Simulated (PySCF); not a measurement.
Point groups of optimised structures. Method used: PBE0/pcSseg-1 in PySCF (dipole) on a GFN2-xTB geometry, gas phase. The symmetry is that of the one conformer found, every atom within 0.08 Å of its image; none is proved a minimum here.

**Question.** `[CH3:1][C:2](=[O:3])[C@@H:4]1[CH2:5][C@@:6]1([SiH3:7])[CH:8]=[O:9]` with C1–C2–C4–C5 -129°, C5–C6–C8–O9 46°: symmetry, top, dipole?

**Answer.** C1; asymmetric top; symmetry number 1; this conformer is chiral (no improper operation); dipole 2.51 D; A, B, C = 1843, 1198, 843.9 MHz.

**Question.** What symmetry has `[CH3:1][CH2:2][O:3][CH2:4][CH3:5]` with C1–C2–O3–C4 180°, C2–O3–C4–C5 180°?

**Answer.** C2v; near-prolate asymmetric top; symmetry number 2; 4 operations, which sort the 15 atoms into 6 sets; dipole 1.16 D, along b, the twofold axis; A, B, C = 18069, 2248, 2105 MHz.

**Question.** What symmetry has `[CH3:1][CH2:2][P@@:3]([CH3:4])(=[S:5])[P:6]([CH3:7])[CH3:8]` with C1–C2–P3–C4 60°, C2–P3–P6–C7 -173°?

**Answer.** C1; asymmetric top; symmetry number 1; this conformer is chiral (no improper operation); dipole 3.53 D; A, B, C = 1236, 1083, 848.5 MHz.

**Question.** What symmetry has `[CH:1]#[C:2][C@@H:3]1[CH2:4][Si@@:5]([CH3:6])([PH2:7])[O:8][SiH2:9]1` with C4–Si5–P7–H 83° and 175°, C2–C3–C4–Si5 -85°, C3–C4–Si5–C6 87°, C4–Si5–O8–Si9 10°, Si5–O8–Si9–C3 8°?

**Answer.** C1; asymmetric top; symmetry number 1; this conformer is chiral (no improper operation); dipole 0.99 D; A, B, C = 1636, 706.7, 614.4 MHz.
